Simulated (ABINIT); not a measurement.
Runs of ABINIT 10.8.3 (patched build) on PbS. Symmetry: Pm-3m, No. 221, cubic system. The conventional cell has a = 3.654 Å, b = 3.654 Å, c = 3.654 Å, α = 90.00°, β = 90.00°, γ = 90.00°. Around Pb (site symmetry m-3m) lie 8 S at 3.16 Å. S (site symmetry m-3m) is surrounded by 8 Pb at 3.16 Å. Measurements of this composition are mostly on another form, of space group No. 225.

| task | level | potentials or basis | k mesh | cutoff (eV) | fine-grid cutoff | gap on the mesh (eV) | pressure (GPa) |
| --- | --- | --- | --- | --- | --- | --- | --- |
| band structure | LDA | JTH PAW LDA v2.0 | 7 × 7 × 7 | 599 | 1197.3 eV | none | -5.2 |
| single point | PBE | PseudoDojo NC SR PBE v0.4.1 standard | 5 × 5 × 5 | 707 | - | 0.46 | (a) |
| band structure | r2SCAN | JTH PAW PBE v2.0 | 7 × 7 × 7 | 707 | 1306.15 eV | - | -0.8 |
| band structure | TB-mBJ | JTH PAW LDA v2.0 | 7 × 7 × 7 | 707 | 1306.15 eV | 0.58 | - |
| single point | PBE | JTH PAW PBE v2.0 | 7 × 7 × 7 | 599 | 1197.3 eV | - | 0.0 |
| band structure | PBEsol | JTH PAW PBE v2.0 | 7 × 7 × 7 | 599 | 1197.3 eV | none | (b) |

Alike in all rows: no spin polarisation; cell as given; smearing fermi-dirac 0.05 eV.

Question: Fill in the values left out.

Answer: (a) 0.2; (b) -3.4.

Caveats: spin-orbit coupling is left out, which moves the levels of the heavy elements (some runs); the PAW data sets were made with another functional, which shifts forces and pressure a little (some runs); spin-orbit coupling is left out, which as a rule narrows the gap of such compounds by several tenths of an eV (some runs); an odd mesh through Γ misses points on the zone boundary, where band edges often lie (some runs); the constant c of TB-mBJ comes from the pseudo density here, which moves gaps by up to 0.3 eV between sets of potentials (some runs); the mesh misses the band edges, which the band path finds closer together (some runs).

A k mesh can miss the band edges, and the runs leave out spin-orbit coupling on Pb.

A gap of «none» marks a metal or a gap under the smearing width.
